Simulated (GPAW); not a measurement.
A run of GPAW 26.7.0:

File run.py:

```python
from ase.dft.bandgap import bandgap
from ase.io import read, write
from ase.units import GPa
from gpaw import GPAW, PW

atoms = read('POSCAR')

calc = GPAW(mode=PW(600),
            xc='LDA',
            kpts={'size': (7, 7, 5), 'gamma': True},
            occupations={'name': 'fermi-dirac', 'width': 0.05},
            setups={'Mg': '2'},
            nbands=-8,
            maxiter=120,
            txt='gpaw.txt')
atoms.calc = calc
energy = atoms.get_potential_energy()
forces = atoms.get_forces()
stress = atoms.get_stress()
calc.write('gs.gpw')
write('result.traj', atoms)
print(f'Energy: {energy:.6f} eV')
print('Forces (eV/A):')
print(forces.round(4))
print('Stress (GPa):', (stress / GPa).round(3))
print('Fermi level:', round(calc.get_fermi_level(), 4), 'eV')
print(f'Gap: {bandgap(calc)[0]:.4f} eV, direct: {bandgap(calc, direct=True)[0]:.4f} eV')
```

File POSCAR:

```
MgSi
1.0
    2.9083940000      0.0000000000      0.0000000000
    0.0000000000      2.9083940000      0.0000000000
    0.0000000000      0.0000000000      4.1034270000
Si Mg
1 1
Direct
    0.5000000000      0.5000000000      0.5000000000
    0.0000000000      0.0000000000      0.0000000000
```

Potentials or basis: the program's PAW data sets (release 1.2.1) made for this functional, other valence, pw.

The run is started by

```sh
$ OMP_NUM_THREADS=1 python run.py
```

Hardware: 1 thread of AMD EPYC 9R45 96-Core Processor (Zen 5) (shared host).

Problem. How long does it take, and how much memory?

Solution. It took 3.8 s on 1 thread of AMD EPYC 9R45 96-Core Processor (Zen 5) (shared host), peak memory 0.14 GiB. Counts: scf iterations 8, plane waves 1176, bands 11, k points 30.
